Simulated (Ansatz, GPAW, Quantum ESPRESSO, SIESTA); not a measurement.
## Sn: programs and potentials compared

```
Sn
1.0
    -2.94014    2.94014    1.59930
     2.94014   -2.94014    1.59930
     2.94014    2.94014   -1.59930
Sn
2
Direct
  0.00000 0.00000 0.00000
  0.75000 0.25000 0.50000
```

Alike in all runs: task band structure; functional LDA; k mesh 9 × 9 × 9; occupations fermi-dirac, width 0.05 eV; no spin polarisation; no spin-orbit coupling. LDA stands for any of its common fits. Pressure is positive in compression and, in plane waves, holds the error of the finite cutoff.

```
                                                                                   program and potentials  plane-wave cutoff (eV)         notes  pressure (GPa)
SIESTA, files PseudoDojo sr-lda-0.4.1-standard, DZP (energy shift 0.003 Ry; two zetas on semicore shells)                       -  atomic basis           -2.05
                               GPAW, the program's PAW data sets (release 1.2.1) made for this functional                     600             -           -3.10
                                                           Ansatz, all-electron LAPW, scalar-relativistic                       -             -           -2.84
                                                       Quantum ESPRESSO, PseudoDojo 0.4.1 SR LDA standard                     980             -           -2.86
```

The pressure spans -3.10 (GPAW, the program's PAW data sets (release 1.2.1) made for this functional) to -2.05 GPa (SIESTA, files PseudoDojo sr-lda-0.4.1-standard, DZP (energy shift 0.003 Ry; two zetas on semicore shells)), with all-electron results at -2.84. Rows in atomic bases carry the error of their basis and grid, which can be large.

Differences between rows come from potentials, basis sets and numerical settings, since the functional is the same but for its coding. Runs on potential files found faulty are left out.
